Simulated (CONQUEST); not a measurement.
## Pd under changes of volume

One of the cells (15.531 Å³/atom); the others are scaled copies at fixed shape and fractional positions:

```
Pd
1.0
     2.78367    0.00000    0.00000
     0.00000    4.62889    0.00000
     0.00000    0.00000    4.82145
Pd
4
Direct
  0.00000 0.25000 0.66667
  0.50000 0.25000 0.16667
  0.00000 0.75000 0.33333
  0.50000 0.75000 0.83333
```

This isn't the form of Pd at room conditions, which is fcc.

| Quantity | Value |
| --- | --- |
| Program | CONQUEST 1.3 |
| Functional | PBE |
| Potentials or basis | PseudoDojo NC PBE, DZP, grid of 32 × 48 × 48 points |
| k mesh | 10 × 6 × 6 |
| Occupations | fermi-dirac, width 0.05 eV |
| Spin | no spin polarisation |

```tsv
volume (Å³/atom)	energy over the lowest point (meV/atom)	pressure (GPa)	largest force (eV/Å)
14.600	33.10	12.3	0.002
14.910	14.02	7.8	0.004
15.221	3.32	3.7	0.004
15.531	0.00	0.3	0.003
15.842	2.96	-2.9	0.004
16.153	?	?	?
16.463	24.89	-8.0	0.002
```

Q: What does the run at 16.153 Å³/atom give?

A: Energy over the lowest point 11.49 meV/atom; pressure -5.5 GPa; largest force 0.003 eV/Å.

Worked out: A Birch-Murnaghan fit of order 3 (a polynomial in V^(-2/3)) to the other rows has its minimum at 15.53 Å³/atom with B0 = V·E''(V) = 164 GPa and B' = 6.0 at fixed shape and positions, which overstates the stiffness. It gives 11.55 meV/atom at 16.153 Å³/atom, against the run's 11.49, and -dE/dV = -5.7 GPa, against -5.5.

Energies are extrapolated to zero smearing.

Caveats: the basis of atomic orbitals isn't converged, which shifts pressures, moduli and gaps.
